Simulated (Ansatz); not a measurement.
# BP: band gap under strain

Aim: follow the gap of zincblende BP through these states: -2.0 % biaxial strain in the (111) plane, free along [111]; -1.0 % biaxial strain in the (111) plane, free along [111]; +1.0 % biaxial strain in the (111) plane, free along [111]. The table at the end shows which levels were run.

Code: Ansatz 0.2.0. PAW datasets, plane waves. Computed at 0 K without zero-point motion; spin polarisation is off.

### Step 1. Starting point

The unstrained cell was relaxed with r2SCAN; in each strained cell the atoms were relaxed again with r2SCAN. Names of k-points are those of the unstrained zone, where strain can split equivalent points. First state: -2.0 % biaxial strain in the (111) plane, free along [111].

It is trigonal, R3m (No. 160); conventional cell a = 3.144 Å, c = 7.887 Å, 11.25 Å³ an atom. Around B lie 4 P at 1.93–1.96 Å; around P lie 4 B at 1.93–1.96 Å.

Structure file:

Space group R3m:H (No. 160). a = 3.144 Å, b = 3.144 Å, c = 7.887 Å, α = 90.00°, β = 90.00°, γ = 120.00°
```
atom  site  symmetry       x       y       z
   B    3a        3m  0.6667  0.3333  0.3327
   P    3a        3m  0.6667  0.3333  0.0840
```

From earlier runs on the unstrained cell: PBE 1.24 eV, r2SCAN 1.45 eV, HSE06 1.96 eV, G0W0 1.99 eV (on its mesh); a = 4.537 Å.

### Step 2. -2.0 % biaxial strain in the (111) plane, free along [111]: PBE

File input.yaml:

```yaml
crystal:
  lattice:
    - [0.0359308452, 2.2588802008, 2.2588802008]
    - [2.2588802008, 0.0359308452, 2.2588802008]
    - [2.2588802008, 2.2588802008, 0.0359308452]
  atoms:
    - { symbol: B, position: [0.0006742331, 0.0006742331, 0.0006742331] }
    - { symbol: P, position: [0.2493257669, 0.2493257669, 0.2493257669] }
kpoints:
  mp_grid: { grid: [10, 10, 10] }
  band_path:
    path:
      - [0.0, 0.0, 0.0]
      - [-0.5, -0.5, 0.0]
      - [-0.375, -0.375, 0.25]
      - [-0.375, 0.0, 0.375]
      - [0.0, 0.0, 0.5]
      - [-0.5, -0.25, 0.25]
      - [-0.001302, 0.427083, 0.427083]
    npoints: 1
hamiltonian:
  xc: pbe
scf:
  occupations: { method: fermi_dirac, width: 0.02 }
  n_extra_bands: 4
output:
  forces: true
  stress: true
  eigenvalues: true
  write_density: true
  write_potential: true
  elf: true
  volumetric_format: npy
```

Run with:

```bash
$ ansatz run input.yaml --threads 2 --pin off --max-ram 29491MiB --backend cpu --events-out ev --progress --plain --runs-dir out
```

Further steps of the session: -2.0 % biaxial strain in the (111) plane, free along [111]: r2SCAN; -2.0 % biaxial strain in the (111) plane, free along [111]: HSE06; -2.0 % biaxial strain in the (111) plane, free along [111]: r2SCAN; -2.0 % biaxial strain in the (111) plane, free along [111]: G0W0@PBE; -1.0 % biaxial strain in the (111) plane, free along [111]: PBE; -1.0 % biaxial strain in the (111) plane, free along [111]: r2SCAN; -1.0 % biaxial strain in the (111) plane, free along [111]: HSE06; -1.0 % biaxial strain in the (111) plane, free along [111]: r2SCAN; -1.0 % biaxial strain in the (111) plane, free along [111]: G0W0@PBE; +1.0 % biaxial strain in the (111) plane, free along [111]: PBE; +1.0 % biaxial strain in the (111) plane, free along [111]: r2SCAN; +1.0 % biaxial strain in the (111) plane, free along [111]: HSE06; +1.0 % biaxial strain in the (111) plane, free along [111]: r2SCAN; +1.0 % biaxial strain in the (111) plane, free along [111]: G0W0@PBE.

Q: Predict the outcome of this session.

As calculated:

Least gap in eV (negative: overlap), with the change from the unstrained cell in brackets. G0W0 is on its own coarse mesh.

```
                                                     state  volume change (%)           PBE        r2SCAN         HSE06          G0W0
-2.0 % biaxial strain in the (111) plane, free along [111]               -3.6  1.08 (-0.16)  1.28 (-0.17)  1.80 (-0.16)  1.76 (-0.23)
-1.0 % biaxial strain in the (111) plane, free along [111]               -1.8  1.17 (-0.07)  1.38 (-0.07)  1.90 (-0.06)  1.89 (-0.10)
+1.0 % biaxial strain in the (111) plane, free along [111]               +1.8  1.20 (-0.04)  1.41 (-0.04)  1.93 (-0.03)  1.95 (-0.04)
```

What this shows: The largest move of the HSE06 gap in the table is -0.163 eV, under -2.0 % biaxial strain in the (111) plane, free along [111]. PBE and HSE06 differ by 0.73 eV on the unstrained gap, and by at most 0.00 eV on its change: PBE follows the response to strain far better than the gap itself. G0W0 here is at a finite number of bands, screening cutoff and k mesh, not at the basis limit.
